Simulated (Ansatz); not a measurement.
Base system: KI in the rock salt structure (space group Fm-3m, No. 225; a = 7.006 Å). Axes: x, y, z lie along the cube axes.

The values are results of PBEsol in Ansatz (plane waves to 420 eV, PAW, scalar-relativistic without spin-orbit coupling), not measurements.

One thing is altered: an isotropic linear strain of −3.00 %, atoms relaxed at fixed cell.

### Question
Predict the stress tensor and what it implies for the stiffness.

### Answer
Stress of the strained cell less that of the base (GPa, compression positive):
```
   1.40    0.00    0.00
   0.00    1.40    0.00
   0.00    0.00    1.40
```

Then B = −ΔP/(ΔV/V₀) with ΔV/V₀ = -0.0873 gives secant stiffness values (nonlinear terms included at this strain): B ≈ 16 GPa.

As a check, the harmonic strain energy −½ V₀ Δσ:ε is 17 meV/atom; the computed energy rise is 15 meV/atom.

Whether these cells are dynamically stable was not tested.

Ansatz is a first-principles code.
